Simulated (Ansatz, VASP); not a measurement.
Given: the input of a run of VASP 6.6.1 on TiTe2.

The input INCAR:

```
SYSTEM = TiTe2
  PREC = Accurate
  ENCUT = 520
  EDIFF = 1E-6
  ISMEAR = -1
  SIGMA = 0.05
  LREAL = .FALSE.
  LASPH = .TRUE.
  NELM = 100
  ALGO = Normal
  ISIF = 2
  LWAVE = .FALSE.
  LCHARG = .TRUE.
  GGA = PE
  LELF = .TRUE.
  LVHAR = .TRUE.
  NBANDS = 19
```

File KPOINTS:

```
regular mesh
0
G
  7 7 4
  0 0 0
```

Contents of POSCAR:

```
TiTe2
1.0
    3.7770000000     -0.0188850000      0.0000000000
   -1.9048548898      3.2804204501      0.0000000000
    0.0000000000      0.0000000000      6.4980000000
Te Ti
2 1
Direct
    0.3333333333      0.6666666667      0.7372000000
    0.6666666667      0.3333333333      0.2628000000
    0.0000000000      0.0000000000      0.0000000000
```

Potentials or basis: VASP PAW PBE potentials, release 64 (Te, Ti_sv).

Run with:

```sh
$ cat potpaw_PBE.64/Te/POTCAR potpaw_PBE.64/Ti_sv/POTCAR > POTCAR
$ mpirun -np 1 vasp_std > vasp.out
```

Task: Set up the same calculation for Ansatz 0.2.0. Potentials there: Ansatz PAW.

Result: As run (the cutoff follows the program's own potentials):

input.yaml

```yaml
crystal:
  lattice:
    - [3.777, -0.018885, 0.0]
    - [-1.9048548898, 3.2804204501, 0.0]
    - [0.0, 0.0, 6.498]
  atoms:
    - { symbol: Te, position: [0.3333333333, 0.6666666667, 0.7372] }
    - { symbol: Te, position: [0.6666666667, 0.3333333333, 0.2628] }
    - { symbol: Ti, position: [0.0, 0.0, 0.0] }
hamiltonian:
  xc: pbe
  pseudopotentials: { kind: paw }
kpoints:
  mp_grid: { grid: [7, 7, 4] }
scf:
  occupations: { method: fermi_dirac, width: 0.05 }
output:
  forces: true
  stress: true
  eigenvalues: true
```

Potentials or basis: Ansatz PAW.

The run is started by

```sh
$ ansatz run input.yaml --threads 2 --pin off --max-ram 5632MiB --backend cpu --events-out ev --progress --plain --runs-dir out
```

Both were run:

|  | VASP | Ansatz | Ansatz less VASP |
| --- | --- | --- | --- |
| gap on the k mesh at the Fermi level (eV) | none | none | - |
| pressure (GPa) | 0.9 | 0.9 | +0.02 |
| largest component of the traceless stress (GPa) | 0.35 | 0.35 | -0.001 |
| rms of the force components (eV/Å) | 0.011 | 0.012 | +0.0010 |

Atom by atom the forces differ by 0.005 eV/Å (rms over components). A gap of «none» marks a metal or a gap that the smearing closes. The two sets of potentials don't hold the same shells in valence.

The runs have no spin-orbit coupling, so splittings on Te are missing.
